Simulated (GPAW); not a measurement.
# Bi in GPAW: reference runs

Aim: a first look at Bi with PBE, on the cell as given.

Everything below comes from runs of GPAW 26.7.0. Logs are shortened: lines on timing, memory, paths and dates and some standing lists are left out, and cuts for length are marked. The log counts tension as positive stress, the text compression.

## (1) The cell of the first run

The cell holds a slab with vacuum, 3 atoms: a = 4.539 Å, b = 4.539 Å, c = 26.829 Å, α = 90.00°, β = 90.00°, γ = 120.00°.

## (2) Single point, PBE (the (0 0 1) slab of Bi, cut from the database cell, not relaxed)

File run.py:

```python
import numpy as np
from ase import Atoms
from ase.dft.bandgap import bandgap
from ase.io import write
from ase.units import Bohr
from gpaw import GPAW, PW
from gpaw.elf import elf_from_dft_calculation

atoms = Atoms(['Bi', 'Bi', 'Bi'],
              cell=[[4.5390002997, 0, 0.0],
                    [-2.2695001498, 3.9308895674, 0.0],
                    [0.0, 0.0, 26.829]],
              scaled_positions=[[0.3333333333, 0.6666666666, 0.27954825],
                                [0.6666666667, 0.3333333334, 0.5],
                                [0.3333333333, 0.6666666666, 0.72045175]],
              pbc=True)
atoms.pbc = (True, True, False)

calc = GPAW(mode=PW(450),
            xc='PBE',
            kpts={'size': (7, 7, 1), 'gamma': True},
            occupations={'name': 'fermi-dirac', 'width': 0.05},
            nbands=36,
            convergence={'density': 1e-05, 'energy': 1e-05},
            maxiter=150,
            poissonsolver={'dipolelayer': 'xy'},
            txt='gpaw.txt')
atoms.calc = calc
energy = atoms.get_potential_energy()
forces = atoms.get_forces()
calc.write('gs.gpw')
write('result.traj', atoms)
print(f'Energy: {energy:.6f} eV')
print('Forces (eV/A):')
print(forces.round(4))
print('Fermi level:', round(calc.get_fermi_level(), 4), 'eV')
print(f'Gap: {bandgap(calc)[0]:.4f} eV, direct: {bandgap(calc, direct=True)[0]:.4f} eV')

v = calc.get_electrostatic_potential().mean(axis=(0, 1))
z = np.arange(len(v)) * atoms.cell[2, 2] / len(v)
ef = calc.get_fermi_level()
np.savetxt('planar.dat', np.c_[z, v], fmt='%.4f')
below, above = np.interp([1.5, atoms.cell[2, 2] - 1.5], z, v) - ef
print(f'Work functions: bottom {below:.4f} eV, top {above:.4f} eV')
print('Dipole moment:', *calc.get_dipole_moment().round(5), 'e A')

# fields on the real-space grid
write('density.cube', atoms, data=calc.get_pseudo_density() * Bohr**3)
write('potential.cube', atoms, data=calc.get_electrostatic_potential())
write('elf.cube', atoms, data=elf_from_dft_calculation(calc).data)
```

Potentials or basis: GPAW PAW data sets (gpaw-data 1.2.1), pw.

On the command line:

```
OMP_NUM_THREADS=1 python run.py
```

gpaw.txt:

```text
__  _  _
 | _ |_)|_||  |
 |__||  | ||/\| - 26.7.0

Input parameters:
  mode=PW(ecut=450.00000000000006),
  convergence={'density': 1e-05, 'energy': 1e-05},
  kpts=MonkhorstPack(size=(7, 7, 1), gamma=True),
  maxiter=150,
  nbands=36,
  occupations=Occupations(name='fermi-dirac', width=0.05),
  poissonsolver=PoissonSolver(dipolelayer='xy'),
  xc=XC(name='PBE')

Diagonalizing LCAO Hamiltonian
Converting LCAO to pw mode

        Bi

            Bi

        Bi

Atoms  # Å, Bohr magnetons
|   | symbol |        x |        y |         z |    initial magnetic moments |
|---|--------|----------|----------|-----------|-----------------------------|
| 0 |     Bi | 0.000000 | 2.620593 |  7.500000 | ( 0.0000,  0.0000,  0.0000) |
| 1 |     Bi | 2.269500 | 1.310297 | 13.414500 | ( 0.0000,  0.0000,  0.0000) |
| 2 |     Bi | 0.000000 | 2.620593 | 19.329000 | ( 0.0000,  0.0000,  0.0000) |

Unit cell  # Å
| periodic |         x |        y |         z |   lengths |     angles |
|----------|-----------|----------|-----------|-----------|------------|
|      yes |  4.539000 | 0.000000 |  0.000000 |  4.539000 |  90.000000 |
|      yes | -2.269500 | 3.930890 |  0.000000 |  4.539000 |  90.000000 |
|       no |  0.000000 | 0.000000 | 26.829000 | 26.829000 | 120.000000 |

Number of symmetries: 12
Symmetry operations  # r_c * U_cc + t_c -> r_c
|    | kind |            matrix            |
|----|------|------------------------------|
|  0 |  σ   |  1, 1, 0,  0,-1, 0,  0, 0, 1 |
|  1 |  C2  |  1, 1, 0,  0,-1, 0,  0, 0,-1 |
|  2 |  E   |  1, 0, 0,  0, 1, 0,  0, 0, 1 |
|  3 |  σ   |  1, 0, 0,  0, 1, 0,  0, 0,-1 |
|  4 |  C3  |  0, 1, 0, -1,-1, 0,  0, 0, 1 |
|  5 |  S3  |  0, 1, 0, -1,-1, 0,  0, 0,-1 |
|  6 |  σ   |  0,-1, 0, -1, 0, 0,  0, 0, 1 |
|  7 |  C2  |  0,-1, 0, -1, 0, 0,  0, 0,-1 |
|  8 |  σ   | -1, 0, 0,  1, 1, 0,  0, 0, 1 |
|  9 |  C2  | -1, 0, 0,  1, 1, 0,  0, 0,-1 |
| 10 |  C3  | -1,-1, 0,  1, 0, 0,  0, 0, 1 |
| 11 |  S3  | -1,-1, 0,  1, 0, 0,  0, 0,-1 |

BZ-sampling:
  Number of BZ points: 49
  Number of IBZ points: 8

  Monkhorst-Pack size: [7, 7, 1]
  Monkhorst-Pack shift: [0, 0, 0]

K-points  # in reciprocal-cell coordinates
|   |                                coordinates |     weight |
|---|--------------------------------------------|------------|
| 0 | (  0.00000000,   0.00000000,   0.00000000) | 0.02040816 |
| 1 | (  0.14285714,   0.00000000,   0.00000000) | 0.12244898 |
| 2 | (  0.28571429,  -0.14285714,   0.00000000) | 0.12244898 |
| 3 | (  0.28571429,   0.00000000,   0.00000000) | 0.12244898 |
| 4 | (  0.42857143,  -0.14285714,   0.00000000) | 0.24489796 |
| 5 | (  0.42857143,   0.00000000,   0.00000000) | 0.12244898 |
| 6 | (  0.42857143,   0.28571429,   0.00000000) | 0.12244898 |
| 7 | (  0.42857143,   0.42857143,   0.00000000) | 0.12244898 |

Plane wave coefficients: 10428
Cutoff: 450.00000000000006 eV

Spin-components: 1 (collinear spins)
Bands:           36
Projectors:      18
Spin-degeneracy: 2
Datatype:        complex128

Parallelization:
  kpt:    1
  domain: 1
  band:   1

Density:
  Valence electrons: 45.0
  Components: 1
  Grid points: [ 24  24 135]
  Charge: 0.0  # |e|

Potential:
  Grid points: [ 24  24 135]

species:
  Bi:
    name:    Bismuth
    Z:       83.0
    valence: 15
    core:    68
    charge:  0.0  # [|e|]
    compensation charges:
      type: gauss
      rc: 0.38  # [Å]
      lmax: 2
    cutoffs:
      filter: 2.23  # [Å]
      core: 2.33  # [Å]
    projectors
    | kind |    occ | energy [eV] | rcut [Å] |
    |------|--------|-------------|----------|
    |   6s |  2.000 |     -14.385 |    1.286 |
    |   6p |  3.000 |      -4.580 |    1.275 |
    |   5d | 10.000 |     -27.119 |    1.349 |
    |    s |        |      12.827 |    1.286 |
    |    p |        |      22.631 |    1.275 |
    |    d |        |       0.093 |    1.349 |

    Using partial waves for Bi as LCAO basis

Reference energy: -1754545.148858  # eV

eigensolver:
  PPCG
  Converge bands: occupied
  niter=2

density mixing:
  MSR1-Mixer
  Pratt-step length: 0.05
  Maximum mixing coefficient: 0.75
  Old densities: 10
  SVD Regularization: 0.005
  Good broyden scale: 1.0
  Trust region scale: 1.0
  Backstep threshold: 4.0
  History deletion threshold: 6.0
  Fourier metric: weight=20.0, sigma=0.015

occupation numbers:
  Fermi-Dirac:
    width: 0.0500  # eV

<gpaw.new.pw.poisson.DipoleLayerPWPoissonSolver object>
xc functional:
  name: PBE with 2 nearest neighbor stencil

convergence criteria:
- Maximum integral of absolute [dens]ity change: 1e-05 electrons / valence electron
- Maximum [total energy] change in last 3 cyles: 1e-05 eV / valence electron
- Maximum integral of absolute [eigenst]ate change: 4e-08 eV^2 / valence electron
maximum number of iterations: 150

SCF iterations
|iter     | |      energy | eigst |  dens |
|---------|-|-------------|-------|-------|
|iter:   1| |   -7.159048 | -0.45 |       |
|iter:   2| |   -7.177493 | -2.22 | -1.57 |
|iter:   3| |  -11.067732 | -2.22 | -1.59 |
|iter:   4| |   -7.200351 | -3.03 | -0.85 |
|iter:   5| |   -7.192763 | -3.42 | -1.75 |
|iter:   6| |   -7.179764 | -4.24 | -1.93 |
|iter:   7| |   -7.181116 | -3.80 | -2.45 |
|iter:   8| |   -7.181392 | -4.78 | -3.10 |
|iter:   9| |   -7.181282c| -5.44 | -3.12 |
|iter:  10| |   -7.181310c| -6.08 | -3.85 |
|iter:  11| |   -7.181303c| -6.69 | -4.00 |
|iter:  12| |   -7.181301c| -7.39 | -4.61 |
|iter:  13| |   -7.181302c| -7.98c| -5.25c|

Converged in 13 steps
Energy contributions relative to reference atoms: (reference = -1754545.148858)

Energy contributions:
  Kinetic:          12.806067
  Coulomb:         -14.631607
  Zero:             -4.460219
  External:          0.000000
  Xc:               -0.856533
  Entropy:          -0.078019
  Spinorbit:         0.000000
  ----------------------------
  Free energy:      -7.220311
  Extrapolated:     -7.181302

dipole moment: (-2.478637, 1.431045, 0.000019)  # |e|*Ang

Fermi level: -2.365
Eigenvalues  # (at kpt = [0.000, 0.000, 0.000])
| band index |      eig [eV] | occ [0-2] |
|------------|---------------|-----------|
|          0 |       -25.418 |     2.000 |
|        ... |               |           |
|         13 |       -25.386 |     2.000 |
|         14 |       -25.386 |     2.000 |
|         15 |       -12.550 |     2.000 |
|         16 |       -12.545 |     2.000 |
|         17 |       -12.542 |     2.000 |
|         18 |        -3.144 |     2.000 |
[... 8 lines left out ...]
|         27 |         0.860 |     0.000 |
|         28 |         1.279 |     0.000 |
|        ... |               |           |
|         35 |         4.747 |     0.000 |

No gap
No difference between direct/indirect transitions
vacuum-level: 2.432  # V
Workfunctions: 4.797, 4.797 eV (top, bottom)

Forces  # eV/Ang
|        x |        y |        z |
|----------|----------|----------|
| -0.00000 | -0.00000 |  0.03239 |  # Bi   0
|  0.00000 |  0.00000 |  0.00000 |  # Bi   1
| -0.00000 | -0.00000 | -0.03239 |  # Bi   2

# Writing to gs.gpw (mode='')
```

It took 63 s on 1 thread of Arm Neoverse V2, shared host; peak memory 0.31 GiB.

What came out:

| Item | Value |
| --- | --- |
| Free energy | -7.2203 eV |
| Largest force | 0.032 eV/Å |
| Band gap on the k mesh | none (metal or under the smearing width) |
| Dipole across the slab | 0.00 e·Å |
| Work function of the upper face | 4.80 eV |
| Work function of the lower face | 4.80 eV |

Forces on the atoms (eV/Å):
```
Bi   0.000  0.000  0.032
Bi   0.000  0.000  0.000
Bi   0.000  0.000 -0.032
```

Levels at points of the mesh, in eV from the Fermi level:
```
           k point  band 17  band 18  band 19  band 20  band 21  band 22  band 23  band 24  band 25  band 26
(0.00, 0.00, 0.00)   -10.18   -10.18    -0.78    -0.61    -0.43     1.39     1.39     1.39     1.39     1.40
```

Caveat: spin-orbit coupling is left out, which moves the levels of the heavy elements.
